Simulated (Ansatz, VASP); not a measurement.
**C in VASP and in Ansatz**

File INCAR:

```
PREC     = Accurate       # precision mode
ENCUT    = 520            # plane-wave cutoff, eV
EDIFF    = 1E-7           # SCF threshold, eV
ISMEAR   = 0              # smearing method
SIGMA    = 0.1            # smearing width, eV
LREAL    = F              # projectors in reciprocal space
LASPH    = T              # aspherical terms in the spheres
NELM     = 100            # most SCF steps
ALGO     = Normal         # electronic algorithm
ISIF     = 2              # what is computed and relaxed
LWAVE    = F              # write WAVECAR
LCHARG   = F              # write CHGCAR
GGA      = PE             # functional
IVDW     = 12             # dispersion correction
NBANDS   = 26             # bands
```

KPOINTS

```
Automatic mesh
0
Gamma
  14 14 6
```

Contents of POSCAR:

```
C
1.0
    2.4651287003      0.0000000000      0.0000000000
   -2.4651287003      4.2697281562      0.0000000000
    0.0000000000      0.0000000000      6.7409740936
C
8
Direct
    0.0000000000      0.0000000000      0.0024998052
    0.0000000000      0.5000000000      0.0024998052
    0.0000000000      0.5000000000      0.5024998052
    0.0000000000      0.0000000000      0.5024998052
    0.3333333333      0.3333333333      0.0025001948
    0.3333333333      0.8333333333      0.0025001948
    0.6666666667      0.1666666667      0.5025001948
    0.6666666667      0.6666666667      0.5025001948
```

Input for Ansatz:

```yaml
crystal:
  lattice:
    - [2.4651287003, 0.0, 0.0]
    - [-2.4651287003, 4.2697281562, 0.0]
    - [0.0, 0.0, 6.7409740936]
  atoms:
    - { symbol: C, position: [0.0, 0.0, 0.0024998052] }
    - { symbol: C, position: [0.0, 0.5, 0.0024998052] }
    - { symbol: C, position: [0.0, 0.5, 0.5024998052] }
    - { symbol: C, position: [0.0, 0.0, 0.5024998052] }
    - { symbol: C, position: [0.3333333333, 0.3333333333, 0.0025001948] }
    - { symbol: C, position: [0.3333333333, 0.8333333333, 0.0025001948] }
    - { symbol: C, position: [0.6666666667, 0.1666666667, 0.5025001948] }
    - { symbol: C, position: [0.6666666667, 0.6666666667, 0.5025001948] }
basis:
  ecutwfc: 420
kpoints:
  mp_grid: { grid: [14, 14, 6] }
hamiltonian:
  xc: pbe
  dispersion: d3bj
scf:
  occupations: { method: gaussian, width: 0.1 }
output:
  forces: true
  stress: true
  eigenvalues: true
```

Alike in both runs: task single point; functional PBE; dispersion D3(BJ); k mesh 14 × 14 × 6; occupations gaussian, width 0.1 eV; no spin polarisation.

|  | VASP | Ansatz |
| --- | --- | --- |
| version | VASP 6.6.1 | Ansatz 0.2.0 |
| potentials or method | VASP PAW PBE potentials, release 64 (C) | scalar-relativistic, plane waves, PAW |
| plane-wave cutoff (eV) | 520 | 420 |
| valence electrons in the cell | 32 | 32 |

```tsv
	VASP	Ansatz	Ansatz less VASP
gap on the k mesh at the Fermi level (eV)	0.18	0.18	0.000
least direct gap on the mesh (eV)	0.18	0.18	0.000
pressure (GPa)	0.4	-0.1	-0.45
largest component of the traceless stress (GPa)	0.45	0.19	-0.262
rms of the force components (eV/Å)	0.011	0.011	0.0000
```

Atom by atom the forces differ by 0.000 eV/Å (rms over components). Ansatz warned: «structure_snapped_to_symmetry».
